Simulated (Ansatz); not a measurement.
Runs of Ansatz 0.2.0 on ZrN. The structure is cubic, space group Fm-3m (No. 225). The conventional cell has a = 4.600 Å, b = 4.600 Å, c = 4.600 Å, α = 90.00°, β = 90.00°, γ = 90.00°. Zr (site symmetry m-3m) has 6 N at 2.30 Å as nearest neighbours. N (site symmetry m-3m) is surrounded by 6 Zr at 2.30 Å. 

| task | level | potentials or basis | spin | cell | k mesh | cutoff (eV) | pressure (GPa) | relaxed volume (Å³/atom) |
| --- | --- | --- | --- | --- | --- | --- | --- | --- |
| band structure | BLYP | all-electron LAPW, scalar-relativistic | off | as given | 10 × 10 × 10 | 280 | (a) | - |
| band structure | PBEsol | all-electron LAPW, scalar-relativistic | off | as given | 7 × 7 × 7 | 281 | -7.6 | - |
| relaxation of cell and atoms | PBEsol | all-electron LAPW, scalar-relativistic | off | relaxed | 7 × 7 × 7 | - | 0.0 | 11.80 |
| relaxation of cell and atoms | PBEsol | all-electron LAPW, relativistic spinors | SOC, no magnetisation | relaxed | 7 × 7 × 7 | - | 0.0 | 11.80 |
| band structure | PBE | all-electron LAPW, scalar-relativistic | off | as given | 10 × 10 × 10 | 281 | -0.8 | - |

Alike in all rows: smearing fermi-dirac 0.05 eV; basis error allowed 0.001 eV/atom.

Task: Estimate the missing entries.

Result: (a) 7.5.

Caveats: the k mesh is thin for a metal, which can move the energy by tens of meV per atom (some runs).
